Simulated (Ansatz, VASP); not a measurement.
Na: VASP beside Ansatz

INCAR

```
SYSTEM = Na
ALGO = Normal
EDIFF = 1E-7
ENCUT = 520
GGA = PE
ISIF = 2
ISMEAR = -1
LASPH = .True.
LCHARG = .False.
LREAL = .False.
LWAVE = .False.
NBANDS = 10
NELM = 60
PREC = Accurate
SIGMA = 0.08
```

KPOINTS

```
k-points
0
Gamma
  13 13 12
  0 0 0
```

File POSCAR:

```
Na
1.0
    2.7735937748      0.0000000000      0.0000000000
   -1.3867968874      2.4020026688      0.0000000000
    0.0000000000      0.0000000000      2.5969014513
Na
1
Direct
    0.0000000000      0.0000000000      0.0000000000
```

Input for Ansatz:

```yaml
crystal:
  lattice:
    - [2.7735937748, 0.0, 0.0]
    - [-1.3867968874, 2.4020026688, 0.0]
    - [0.0, 0.0, 2.5969014513]
  atoms:
    - { symbol: Na, position: [0.0, 0.0, 0.0] }
kpoints:
  mp_grid: { grid: [13, 13, 12] }
scf:
  occupations: { method: fermi_dirac, width: 0.08 }
hamiltonian:
  xc: pbe
  pseudopotentials: { kind: all_electron, lapw: { basis_error: 0.001 } }
output:
  forces: true
  stress: true
  eigenvalues: true
  populations: true
```

Change from the starting cell: volume scaled by 0.45, LAPW.

Alike in both runs: task single point; functional PBE; k mesh 13 × 13 × 12; occupations fermi-dirac, width 0.08 eV; no spin polarisation.

|  | VASP | Ansatz |
| --- | --- | --- |
| version | VASP 6.6.1 | Ansatz 0.2.0 |
| potentials or method | VASP PAW PBE potentials, release 64 (Na_pv) | all-electron LAPW, scalar-relativistic |
| plane-wave cutoff (eV) | 520 | see its input |

```csv
,VASP,Ansatz,Ansatz less VASP
pressure (GPa),24.4,24.3,-0.09
largest component of the traceless stress (GPa),0.45,0.44,-0.004
```

Ansatz ran all-electron here, so the differences hold the error of VASP's frozen core and of both bases.

Caveats: so large a pressure means that the cell lies far from this level's equilibrium, or that cutoff or potentials fall short (VASP).
